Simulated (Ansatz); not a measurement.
## Varying the input for W

All trials start from this Ansatz input:

```yaml
crystal:
  lattice:
    - [-1.5851577801, 1.5851577801, 1.5851577801]
    - [1.5851577801, -1.5851577801, 1.5851577801]
    - [1.5851577801, 1.5851577801, -1.5851577801]
  atoms:
    - { symbol: W, position: [0.0, 0.0, 0.0] }
basis:
  ecutwfc: 420
kpoints:
  mp_grid: { grid: [6, 6, 6] }
hamiltonian:
  xc: pbe
scf:
  occupations: { method: gaussian, width: 0.1 }
output:
  forces: true
  stress: true
  eigenvalues: true
```

Command:

```bash
ansatz run input.yaml --threads 1 --pin off --max-ram 1331MiB --backend cpu --events-out ev --progress --plain --runs-dir out
```

The run converges in 6 SCF iterations on 16 irreducible k-points: pressure 2.03 GPa, no gap.

Settings here are deliberately varied, not converged. Each trial's input is given as a difference from the reference's; energies are extrapolated to zero smearing where there is one, and pressure is positive in compression. Charged cells sit in a uniform background, and their pressures hang on that convention.

Question: Trial 1 (the one atom moved, which only shifts the crystal as a whole):

```diff
 crystal:
   atoms:
-    - { symbol: W, position: [0.0, 0.0, 0.0] }
+    - { symbol: W, position: [0.138, 0.373, 0.016] }
 hamiltonian:
-  xc: pbe
+  xc: lda
+  dispersion: d3bj
 scf:
+  n_extra_bands: 12
```

What happens?

Answer: The run converges in 6 SCF iterations on 16 irreducible k-points: pressure -19.39 GPa, no gap. It warns that the dispersion damping is borrowed from another functional.

Question: Trial 2:

```diff
 basis:
-  ecutwfc: 420
+  ecutwfc: 160
 hamiltonian:
-  xc: pbe
+  xc: lda
 output:
+  efg: {}
```

What happens?

Answer: The run converges in 6 SCF iterations on 16 irreducible k-points: pressure -46.43 GPa (unreliable at so low a cutoff), no gap. It warns that the cutoff lies under the recommended one, 420 eV for these potentials; that field gradients leave spin–orbit coupling out.

Question: Trial 3:

```diff
 basis:
-  ecutwfc: 420
+  ecutrho_ratio: 12
 hamiltonian:
-  xc: pbe
+  xc: revpbe
 scf:
-  occupations: { method: gaussian, width: 0.1 }
+  occupations: { method: cold }
```

What does the program give?

Answer: The run converges in 5 SCF iterations on 16 irreducible k-points: pressure 4.69 GPa, no gap.

Question: Trial 4:

```diff
 kpoints:
-  mp_grid: { grid: [6, 6, 6] }
+  mp_grid: { grid: [2, 3, 1] }
 hamiltonian:
-  xc: pbe
+  xc: revpbe
 output:
-  forces: true
+  forces: false
```

What does the program give?

Answer: The run converges in 6 SCF iterations on 4 irreducible k-points: pressure 28.53 GPa, no gap. It warns that the mesh lowers the symmetry.

Question: Trial 5 (the one atom moved, which only shifts the crystal as a whole):

```diff
 crystal:
   atoms:
-    - { symbol: W, position: [0.0, 0.0, 0.0] }
+    - { symbol: W, position: [0.157713007, 0.157713007, 0.0] }
 scf:
+  mixing: { ndim: 1, preconditioner: kerker_dos }
+  initial_density: { chi_scale: 0, normalization: atom }
+  max_iter: 70
```

What happens?

Answer: The run converges in 14 SCF iterations on 16 irreducible k-points: the reference's energy to 0.01 meV per atom, pressure 2.03 GPa, no gap.

Question: Trial 6:

```diff
 kpoints:
-  mp_grid: { grid: [6, 6, 6] }
+  mp_grid: { grid: [7, 4, 7] }
 scf:
+  convergence: { dr2_threshold: "1e-7 eV" }
```

What happens?

Answer: The run converges in 6 SCF iterations on 60 irreducible k-points: energy 123 meV per atom above the reference, pressure 3.55 GPa, no gap. It warns that the SCF threshold is loose for the stress; that the mesh lowers the symmetry.

Question: Trial 7:

```diff
-basis:
-  ecutwfc: 420
+basis: {}
 kpoints:
-  mp_grid: { grid: [6, 6, 6] }
+  mp_grid: { kspacing: 0.73 }
```

What does the program give?

Answer: The run converges in 6 SCF iterations on 8 irreducible k-points: energy 203 meV per atom above the reference, pressure 2.91 GPa, no gap.

Question: Trial 8:

```diff
 kpoints:
-  mp_grid: { grid: [6, 6, 6] }
+  mp_grid: { kspacing: 0.35 }
 scf:
-  occupations: { method: gaussian, width: 0.1 }
+  occupations: { method: fermi_dirac, width: "600 K" }
+  n_extra_bands: 3
+  mixing: { beta: 0.27, ndim: 12, preconditioner: local_kerker }
+  max_iter: 300
```

How does this run end?

Answer: The run converges in 6 SCF iterations on 35 irreducible k-points: energy 37.5 meV per atom above the reference, pressure 3.67 GPa, no gap.

Question: Trial 9 (the one atom moved, which only shifts the crystal as a whole):

```diff
 crystal:
   atoms:
-    - { symbol: W, position: [0.0, 0.0, 0.0] }
+    - { symbol: W, position: [0.81, 0.118, 0.54] }
+total_charge: 2
 basis:
+  ecutrho_ratio: 8
+  precision: f64
 kpoints:
-  mp_grid: { grid: [6, 6, 6] }
+  mp_grid: { kspacing: 0.78 }
 hamiltonian:
-  xc: pbe
+  xc: b3lyp
 scf:
+  max_iter: 300
```

What happens?

Answer: The run converges in 18 SCF iterations on 8 irreducible k-points: pressure 125 GPa (with the neutralising background of the charged cell), no gap. It warns that the count of filled bands differs between k-points; that the threshold of exact exchange is loose for the stress; that the SCF threshold is loose for the stress.

Question: Trial 10:

```diff
 basis:
-  ecutwfc: 420
+  ecutwfc: "14 Ha"
+  ecutrho_ratio: 10
 kpoints:
+  band_path: { path: [[0, 0, 0], [0.5, 0, 0], [0.5, 0.5, 0.5]], npoints: 4 }
 hamiltonian:
-  xc: pbe
+  xc: lda
+  dispersion: d3bj
```

What happens?

Answer: The run converges in 6 SCF iterations on 16 irreducible k-points: pressure -19.39 GPa, no gap. It warns that the cutoff lies under the recommended one, 420 eV for these potentials; that the dispersion damping is borrowed from another functional.

Question: Trial 11:

```diff
-basis:
-  ecutwfc: 420
+basis: {}
 kpoints:
-  mp_grid: { grid: [6, 6, 6] }
+  mp_grid: { grid: [8, 8, 8] }
 hamiltonian:
-  xc: pbe
+  xc: revpbe
 output:
-  forces: true
-  stress: true
+  forces: false
+  stress: false
```

How does this run end?

Answer: The run converges in 6 SCF iterations on 29 irreducible k-points: no gap.

Question: Trial 12:

```diff
 hamiltonian:
-  xc: pbe
+  xc: pbesol
```

What does the program give?

Answer: The run converges in 6 SCF iterations on 16 irreducible k-points: pressure -6.69 GPa, no gap.